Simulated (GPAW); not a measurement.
## InP: single point with PBEsol

InP:

```xyz
2
Lattice="0.0000 2.7688 2.7688 2.7688 0.0000 2.7688 2.7688 2.7688 0.0000" Properties=species:S:1:pos:R:3 pbc="T T T"
In    0.0000    0.0000    0.0000
P     2.7688    2.7688    2.7688
```

Measurements of this composition are mostly on another form, of space group No. 216.

```
Program             : GPAW 26.7.0
Task                : single point
Functional          : PBEsol
Potentials or basis : PAW data sets generated in the run's folder for this functional
Cutoff              : 600 eV
Basis               : pw
k mesh              : 8 × 8 × 8
Occupations         : gaussian, width 0.02 eV
Spin                : no spin polarisation
```

| Item | Value |
| --- | --- |
| Pressure | -3.7 GPa |
| Band gap on the k mesh | none (metal or under the smearing width) |

Levels at points of the mesh, in eV from the Fermi level:
```tsv
k point	band 7	band 8	band 9	band 10	band 11	band 12
(0.00, 0.00, 0.00)	-0.35	-0.35	-0.35	0.39	6.95	6.95
(0.50, 0.50, 0.00)	-5.09	-2.65	-2.44	-2.44	3.67	9.71
(0.50, 0.50, 0.50)	-6.77	0.10	0.10	2.30	3.22	3.22
```

Run time: 19 s on 1 thread of Arm Neoverse V1, on a shared host, peak memory 0.16 GiB.
